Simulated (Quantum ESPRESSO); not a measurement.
# Hf (Fm-3m) in Quantum ESPRESSO: reference runs

How does Hf come out in PBEsol? The cell is run as given and disturbed.

All numbers are computed with Quantum ESPRESSO 7.5; they aren't measurements. Logs are shortened: lines on timing, memory, paths and dates and some standing lists are left out, and cuts for length are marked.

### Step 1. The structure

Symmetry: Fm-3m, No. 225, cubic system. Conventional cell: a = 4.440 Å, b = 4.440 Å, c = 4.440 Å, α = 90.00°, β = 90.00°, γ = 90.00°. Hf (site symmetry m-3m) has 12 Hf at 3.14 Å as nearest neighbours.

This isn't the form of Hf at room conditions, which is hcp.

### Step 2. Single point, PBEsol

Input file pw.in:

```
&CONTROL
  calculation = 'scf'
  prefix = 'pwscf'
  outdir = './tmp'
  pseudo_dir = './pseudo'
  tprnfor = .true.
  tstress = .true.
  disk_io = 'low'
/
&SYSTEM
  ibrav = 0
  nat = 1
  ntyp = 1
  ecutwfc = 45
  ecutrho = 360
  nbnd = 12
  occupations = 'smearing'
  smearing = 'fd'
  degauss = 0.00367493
/
&ELECTRONS
  conv_thr = 2d-10
  electron_maxstep = 120
  mixing_beta = 0.5
/
ATOMIC_SPECIES
Hf   178.4900 hf_pbesol_v1.uspp.F.UPF
CELL_PARAMETERS angstrom
   0.0000000000    2.2200000000    2.2200000000
   2.2200000000    0.0000000000    2.2200000000
   2.2200000000    2.2200000000    0.0000000000
ATOMIC_POSITIONS crystal
Hf     0.0000000000    0.0000000000    0.0000000000
K_POINTS automatic
10 10 10 0 0 0
```

Input file pp_density.in:

```
&INPUTPP
  prefix = 'pwscf'
  outdir = './tmp'
  filplot = 'density.dat'
  plot_num = 0
/
&PLOT
  nfile = 1
  filepp(1) = 'density.dat'
  iflag = 3
  output_format = 6
  fileout = 'density.cube'
/
```

Input file pp_potential.in:

```
&INPUTPP
  prefix = 'pwscf'
  outdir = './tmp'
  filplot = 'potential.dat'
  plot_num = 11
/
&PLOT
  nfile = 1
  filepp(1) = 'potential.dat'
  iflag = 3
  output_format = 6
  fileout = 'potential.cube'
/
```

Potentials or basis: GBRV 1.5 PBEsol.

On the command line:

```
> OMP_NUM_THREADS=1 mpirun -n 2 pw.x -nk 2 -in pw.in > pw.out
> OMP_NUM_THREADS=1 mpirun -n 1 pp.x -in pp_density.in > pp_density.out
> OMP_NUM_THREADS=1 mpirun -n 1 pp.x -in pp_potential.in > pp_potential.out
```

pw.out:

```text
This program is part of the open-source Quantum ESPRESSO suite
     for quantum simulation of materials; please cite
[... 6 lines left out ...]
     using ibrav=0 with symmetry is DISCOURAGED, use correct ibrav instead

     K-points division:     npool     =       2
     Subspace diagonalization in iterative solution of the eigenvalue problem:
     a serial algorithm will be used

     G-vector sticks info
     --------------------
     sticks:   dense  smooth     PW     G-vecs:    dense   smooth      PW
     Sum         859     433    151                16889     5985    1139

     Using Slab Decomposition

     bravais-lattice index     =            0
     lattice parameter (alat)  =       5.9329  a.u.
     unit-cell volume          =     147.6677 (a.u.)^3
     number of atoms/cell      =            1
     number of atomic types    =            1
     number of electrons       =        12.00
     number of Kohn-Sham states=           12
     kinetic-energy cutoff     =      45.0000  Ry
     charge density cutoff     =     360.0000  Ry
     scf convergence threshold =      2.0E-10
     mixing beta               =       0.5000
     number of iterations used =            8  plain     mixing
     Exchange-correlation= SLA  PW   PSX  PSC
                           (   1   4  10   8   0   0   0)

     celldm(1)=   5.932897  celldm(2)=   0.000000  celldm(3)=   0.000000
     celldm(4)=   0.000000  celldm(5)=   0.000000  celldm(6)=   0.000000

     crystal axes: (cart. coord. in units of alat)
               a(1) = (   0.000000   0.707107   0.707107 )
               a(2) = (   0.707107   0.000000   0.707107 )
               a(3) = (   0.707107   0.707107   0.000000 )

     reciprocal axes: (cart. coord. in units 2 pi/alat)
               b(1) = ( -0.707107  0.707107  0.707107 )
               b(2) = (  0.707107 -0.707107  0.707107 )
               b(3) = (  0.707107  0.707107 -0.707107 )

     PseudoPot. # 1 for Hf read from file:
     hf_pbesol_v1.uspp.F.UPF
     Pseudo is Ultrasoft + core correction, Zval = 12.0
     Generated by new atomic code, or converted to UPF format
     Using radial grid of  921 points,  8 beta functions with:
                l(1) =   0
                l(2) =   0
                l(3) =   0
                l(4) =   1
                l(5) =   1
                l(6) =   2
                l(7) =   2
                l(8) =   3
     Q(r) pseudized with  6 coefficients,  rinner =    1.200   1.200   1.200
                                                       1.200   1.200   1.200
                                                       1.200

     atomic species   valence    mass     pseudopotential
     Hf               12.00   178.49000     Hf( 1.00)

     48 Sym. Ops., with inversion, found

   Cartesian axes

     site n.     atom                  positions (alat units)
         1        Hf     tau(   1) = (   0.0000000   0.0000000   0.0000000  )

     number of k points=    47  Fermi-Dirac smearing, width (Ry)=  0.0037
                       cart. coord. in units 2pi/alat
        k(    1) = (   0.0000000   0.0000000   0.0000000), wk =   0.0020000
        k(    2) = (   0.0707107   0.0707107  -0.0707107), wk =   0.0160000
        k(    3) = (   0.1414214   0.1414214  -0.1414214), wk =   0.0160000
        k(    4) = (   0.2121320   0.2121320  -0.2121320), wk =   0.0160000
        k(    5) = (   0.2828427   0.2828427  -0.2828427), wk =   0.0160000
        k(    6) = (  -0.3535534  -0.3535534   0.3535534), wk =   0.0080000
[... 39 lines left out ...]
        k(   46) = (  -0.0707107  -0.3535534   0.6363961), wk =   0.0480000
        k(   47) = (  -0.7071068   0.2828427   0.0000000), wk =   0.0240000

     Dense  grid:    16889 G-vectors     FFT dimensions: (  36,  36,  36)

     Smooth grid:     5985 G-vectors     FFT dimensions: (  25,  25,  25)

     Initial potential from superposition of free atoms

     starting charge      10.0000, renormalised to      12.0000

     negative rho (up, down):  1.269E-01 0.000E+00
     Starting wfcs are   13 randomized atomic wfcs

     Self-consistent Calculation

     iteration #  1     ecut=    45.00 Ry     beta= 0.50
     Davidson diagonalization with overlap
     ethr =  1.00E-02,  avg # of iterations =  4.1

     negative rho (up, down):  1.106E-01 0.000E+00

     total energy              =    -158.37876574 Ry
     estimated scf accuracy    <       2.33621438 Ry

     iteration #  2     ecut=    45.00 Ry     beta= 0.50
     Davidson diagonalization with overlap
     ethr =  1.00E-02,  avg # of iterations =  2.0

     negative rho (up, down):  1.092E-01 0.000E+00

     total energy              =    -158.49341158 Ry
     estimated scf accuracy    <       0.16769361 Ry

     iteration #  3     ecut=    45.00 Ry     beta= 0.50
     Davidson diagonalization with overlap
     ethr =  1.40E-03,  avg # of iterations =  2.3

     negative rho (up, down):  1.108E-01 0.000E+00

     total energy              =    -158.52974872 Ry
     estimated scf accuracy    <       0.00274913 Ry

     iteration #  4     ecut=    45.00 Ry     beta= 0.50
     Davidson diagonalization with overlap
     ethr =  2.29E-05,  avg # of iterations =  3.0

     negative rho (up, down):  1.108E-01 0.000E+00

     total energy              =    -158.53011255 Ry
     estimated scf accuracy    <       0.00034986 Ry

     iteration #  5     ecut=    45.00 Ry     beta= 0.50
     Davidson diagonalization with overlap
     ethr =  2.92E-06,  avg # of iterations =  2.3

     negative rho (up, down):  1.107E-01 0.000E+00

     total energy              =    -158.53015308 Ry
     estimated scf accuracy    <       0.00000217 Ry

     iteration #  6     ecut=    45.00 Ry     beta= 0.50
     Davidson diagonalization with overlap
     ethr =  1.81E-08,  avg # of iterations =  2.6

     negative rho (up, down):  1.107E-01 0.000E+00

     total energy              =    -158.53015428 Ry
     estimated scf accuracy    <       0.00000103 Ry

     iteration #  7     ecut=    45.00 Ry     beta= 0.50
     Davidson diagonalization with overlap
     ethr =  8.56E-09,  avg # of iterations =  2.0

     negative rho (up, down):  1.107E-01 0.000E+00

     total energy              =    -158.53015440 Ry
     estimated scf accuracy    <       0.00000002 Ry

     iteration #  8     ecut=    45.00 Ry     beta= 0.50
     Davidson diagonalization with overlap
     ethr =  1.95E-10,  avg # of iterations =  2.0

     negative rho (up, down):  1.107E-01 0.000E+00

     total energy              =    -158.53015440 Ry
     estimated scf accuracy    <          1.1E-09 Ry

     iteration #  9     ecut=    45.00 Ry     beta= 0.50
     Davidson diagonalization with overlap
     ethr =  9.16E-12,  avg # of iterations =  2.0

     negative rho (up, down):  1.107E-01 0.000E+00

     End of self-consistent calculation

          k = 0.0000 0.0000 0.0000 (   749 PWs)   bands (ev):

   -46.7842 -15.0340 -15.0340 -15.0340   7.5081  16.2148  16.2148  16.2148
    19.0850  19.0850  26.1265  30.4468

          k = 0.0707 0.0707-0.0707 (   743 PWs)   bands (ev):

   -46.7776 -15.1240 -15.0452 -15.0452   7.8630  15.8685  16.3781  16.3781
    18.9120  18.9120  26.8813  29.0781

          k = 0.1414 0.1414-0.1414 (   760 PWs)   bands (ev):

   -46.7603 -15.3536 -15.0750 -15.0750   8.8225  15.1908  16.6131  16.6131
    18.8240  18.8240  26.9198  29.1030

          k = 0.2121 0.2121-0.2121 (   757 PWs)   bands (ev):

   -46.7389 -15.6264 -15.1112 -15.1112  10.0287  14.7916  16.4349  16.4349
    19.5357  19.5357  25.5830  29.4006

          k = 0.2828 0.2828-0.2828 (   763 PWs)   bands (ev):

   -46.7214 -15.8389 -15.1403 -15.1403  10.8678  15.0759  16.1121  16.1121
    20.6817  20.6817  24.7376  26.9661

          k =-0.3536-0.3536 0.3536 (   754 PWs)   bands (ev):

   -46.7147 -15.9182 -15.1513 -15.1513  11.0958  15.4616  15.9778  15.9778
    21.2884  21.2884  24.4655  25.7519

          k = 0.1414-0.0000 0.0000 (   753 PWs)   bands (ev):

   -46.7754 -15.1221 -15.0649 -15.0649   7.9817  15.6810  16.4969  16.4969
    18.3994  19.2590  27.1655  29.6476

          k = 0.2121 0.0707-0.0707 (   755 PWs)   bands (ev):

   -46.7617 -15.2926 -15.1011 -15.0875   8.7459  15.1016  16.7065  16.8092
    17.9640  19.4004  28.0583  28.9229

          k = 0.2828 0.1414-0.1414 (   764 PWs)   bands (ev):

   -46.7416 -15.5421 -15.1399 -15.1246   9.9156  14.6143  16.2661  16.8261
    18.6752  19.9575  26.6407  30.0122

          k = 0.3536 0.2121-0.2121 (   760 PWs)   bands (ev):

   -46.7228 -15.7651 -15.1695 -15.1663  10.9622  14.6189  15.8169  16.5291
    20.0501  20.9188  25.3205  27.8580

          k =-0.2828-0.4243 0.4243 (   757 PWs)   bands (ev):

   -46.7126 -15.8827 -15.2048 -15.1708  11.3981  14.8959  15.8311  16.2880
    21.3224  21.3667  24.2047  26.6499

          k =-0.2121-0.3536 0.3536 (   759 PWs)   bands (ev):

   -46.7148 -15.8565 -15.2166 -15.1517  11.3309  14.9077  15.7701  16.2894
    20.5120  21.7313  24.5206  26.8841

          k =-0.1414-0.2828 0.2828 (   754 PWs)   bands (ev):

   -46.7286 -15.6962 -15.1993 -15.1159  10.6840  14.6439  15.9428  16.5643
    19.1622  20.9214  25.7831  28.5672

          k =-0.0707-0.2121 0.2121 (   762 PWs)   bands (ev):

   -46.7488 -15.4586 -15.1567 -15.0772   9.5094  14.8333  16.3811  16.9165
    18.1361  19.8130  27.0665  29.8642

          k = 0.0000-0.1414 0.1414 (   763 PWs)   bands (ev):
[... 31 lines left out ...]
   -46.7149 -15.7130 -15.3661 -15.1522  11.8116  14.4408  14.9556  17.1030
    19.0814  22.2050  25.5932  28.9263

          k = 0.0000-0.2828 0.2828 (   758 PWs)   bands (ev):

   -46.7314 -15.5826 -15.2819 -15.1068  10.6624  14.4893  15.6369  17.4068
    17.8805  21.1598  27.1698  29.9361

          k = 0.4243 0.0000-0.0000 (   745 PWs)   bands (ev):

   -46.7239 -15.5974 -15.2434 -15.2434  10.7859  13.5334  15.8893  18.7133
    18.7133  20.4134  29.5134  29.5134

          k = 0.4950 0.0707-0.0707 (   758 PWs)   bands (ev):

   -46.7101 -15.7111 -15.3074 -15.2787  11.4608  13.2555  15.6709  18.9778
    20.0031  21.1325  26.7126  28.3529

          k =-0.1414-0.5657 0.5657 (   756 PWs)   bands (ev):

   -46.6998 -15.7621 -15.4127 -15.2833  12.1354  13.3331  15.4816  18.6075
    21.5527  21.8868  23.8306  28.2451

          k =-0.0707-0.4950 0.4950 (   749 PWs)   bands (ev):

   -46.6970 -15.7190 -15.5316 -15.2555  12.7808  13.4848  15.2731  18.1611
    20.7314  21.5641  24.8077  27.9671

          k =-0.0000-0.4243 0.4243 (   752 PWs)   bands (ev):

   -46.7028 -15.6754 -15.5396 -15.2056  12.9008  13.8386  14.7155  17.7064
    19.6167  21.8012  26.1417  27.6094

          k = 0.5657-0.0000 0.0000 (   753 PWs)   bands (ev):

   -46.7008 -15.7908 -15.3217 -15.3217  11.4483  12.8387  16.5027  20.5291
    20.5291  21.0334  26.6618  26.6618

          k =-0.0707-0.6364 0.6364 (   753 PWs)   bands (ev):

   -46.6941 -15.8233 -15.3805 -15.3326  11.6616  12.8081  16.7194  20.3135
    21.7025  21.9951  24.1337  26.1509

          k = 0.0000-0.5657 0.5657 (   746 PWs)   bands (ev):

   -46.6927 -15.7695 -15.4888 -15.3075  12.1693  13.1437  16.1260  19.4080
    21.2528  22.0557  24.0012  27.4175

          k =-0.7071 0.0000 0.0000 (   740 PWs)   bands (ev):

   -46.6919 -15.8617 -15.3513 -15.3513  11.4464  12.5982  17.4400  21.2944
    21.9447  21.9447  24.8227  24.8227

          k = 0.2828 0.1414 0.0000 (   760 PWs)   bands (ev):

   -46.7466 -15.4368 -15.1834 -15.1077   9.6362  14.5889  16.3061  17.4162
    17.7341  19.9807  28.1062  30.0624

          k = 0.3536 0.2121-0.0707 (   758 PWs)   bands (ev):

   -46.7279 -15.6249 -15.2581 -15.1433  10.8305  14.2863  15.5523  17.2929
    18.6729  21.0901  26.8479  29.4882

          k =-0.2828-0.4243 0.5657 (   752 PWs)   bands (ev):

   -46.7126 -15.7794 -15.3014 -15.1820  11.7563  14.3241  15.2303  16.9451
    20.0900  22.0261  24.7969  28.2481

          k =-0.2121-0.3536 0.4950 (   752 PWs)   bands (ev):

   -46.7068 -15.8382 -15.3146 -15.1992  12.0296  14.2861  15.4788  16.7940
    20.8636  22.3108  23.6523  27.9586

          k = 0.4243 0.1414-0.0000 (   754 PWs)   bands (ev):

   -46.7208 -15.6325 -15.2875 -15.2153  11.1450  13.7216  15.4080  18.4332
    18.7662  21.1096  27.5021  29.4995

          k =-0.2121-0.4950 0.6364 (   755 PWs)   bands (ev):

   -46.7070 -15.7252 -15.3757 -15.2505  12.1068  13.6895  14.9068  18.1554
    20.1028  22.1816  25.0796  28.4862

          k =-0.1414-0.4243 0.5657 (   751 PWs)   bands (ev):

   -46.6997 -15.7535 -15.4516 -15.2595  12.7846  13.6249  14.9943  17.7144
    20.6725  22.9945  23.4353  28.7408

          k =-0.0707-0.3536 0.4950 (   749 PWs)   bands (ev):

   -46.7019 -15.7231 -15.4782 -15.2312  12.8946  13.7719  14.7234  17.6119
    20.1093  22.1763  25.0453  28.1531

          k = 0.0000-0.2828 0.4243 (   756 PWs)   bands (ev):

   -46.7127 -15.6804 -15.4016 -15.1837  12.0348  14.1984  14.6219  17.7177
    18.9939  22.2577  25.8491  29.0467

          k =-0.1414-0.5657 0.7071 (   754 PWs)   bands (ev):

   -46.6999 -15.7678 -15.3707 -15.3154  11.8585  13.1190  15.7676  19.5195
    20.5615  22.1330  25.1775  26.6736

          k =-0.0707-0.4950 0.6364 (   747 PWs)   bands (ev):

   -46.6940 -15.7494 -15.4748 -15.3238  12.3736  13.3471  15.5735  18.7136
    21.2719  23.3492  23.4172  26.5873

          k = 0.0000-0.4243 0.5657 (   744 PWs)   bands (ev):

   -46.6948 -15.6491 -15.6040 -15.2882  13.0180  13.5507  15.0296  17.9848
    20.8229  21.9654  25.5396  26.5760

          k =-0.7071 0.1414 0.0000 (   754 PWs)   bands (ev):

   -46.6919 -15.8149 -15.4022 -15.3560  11.8472  12.9069  16.6089  19.8245
    21.9484  22.7617  24.1688  24.8732

          k =-0.1414-0.4243 0.7071 (   750 PWs)   bands (ev):

   -46.6976 -15.7026 -15.4968 -15.2993  12.8543  13.9068  14.4037  18.1222
    20.6495  22.5827  25.2638  26.4592

          k =-0.0707-0.3536 0.6364 (   740 PWs)   bands (ev):

   -46.6940 -15.6604 -15.5696 -15.3250  13.1162  13.9337  14.5546  17.5910
    21.1501  23.3364  24.1383  26.5377

          k =-0.7071 0.2828 0.0000 (   746 PWs)   bands (ev):

   -46.6918 -15.6904 -15.5328 -15.3633  12.7389  13.7906  15.1188  17.6986
    21.9546  24.0636  24.0648  24.7839

     the Fermi energy is    14.8118 ev

!    total energy              =    -158.53015440 Ry
     estimated scf accuracy    <          9.5E-13 Ry
     smearing contrib. (-TS)   =      -0.00081836 Ry
     internal energy E=F+TS    =    -158.52933604 Ry

     The total energy is F=E-TS. E is the sum of the following terms:
     one-electron contribution =     -18.09360934 Ry
     hartree contribution      =      13.53356680 Ry
     xc contribution           =     -75.28157919 Ry
     ewald contribution        =     -78.68771432 Ry

     convergence has been achieved in   9 iterations

     negative rho (up, down):  1.107E-01 0.000E+00

     Forces acting on atoms (cartesian axes, Ry/au):

     atom    1 type  1   force =     0.00000000    0.00000000    0.00000000

     Total force =     0.000000     Total SCF correction =     0.000000

     Computing stress (Cartesian axis) and pressure

     negative rho (up, down):  1.107E-01 0.000E+00
          total   stress  (Ry/bohr**3)                   (kbar)     P=      -15.97
  -0.00010857  -0.00000000  -0.00000000          -15.97       -0.00       -0.00
  -0.00000000  -0.00010857  -0.00000000           -0.00      -15.97       -0.00
  -0.00000000  -0.00000000  -0.00010857           -0.00       -0.00      -15.97

=------------------------------------------------------------------------------=
   JOB DONE.
=------------------------------------------------------------------------------=
```

It took 7.2 s on 2 MPI ranks of Arm Neoverse V2, shared host; peak memory 0.2 GiB.

Results:

```yaml
Free_energy: -2156.9126 eV
Pressure: -1.6 GPa
Band_gap_on_the_k_mesh: none (metal or under the smearing width)
```

Levels at points of the mesh, in eV from the Fermi level:
| k point | band 4 | band 5 | band 6 | band 7 | band 8 | band 9 |
| --- | --- | --- | --- | --- | --- | --- |
| (0.00, 0.00, 0.00) | -29.85 | -7.30 | 1.40 | 1.40 | 1.40 | 4.27 |
| (0.00, 0.00, -0.50) | -29.96 | -3.72 | 0.65 | 1.17 | 1.17 | 6.48 |
| (0.00, -0.50, -0.50) | -30.16 | -3.37 | -2.21 | 2.63 | 6.48 | 7.13 |

Spin-orbit coupling is left out, which matters for the levels of Hf.

[end of part 1 of 2]
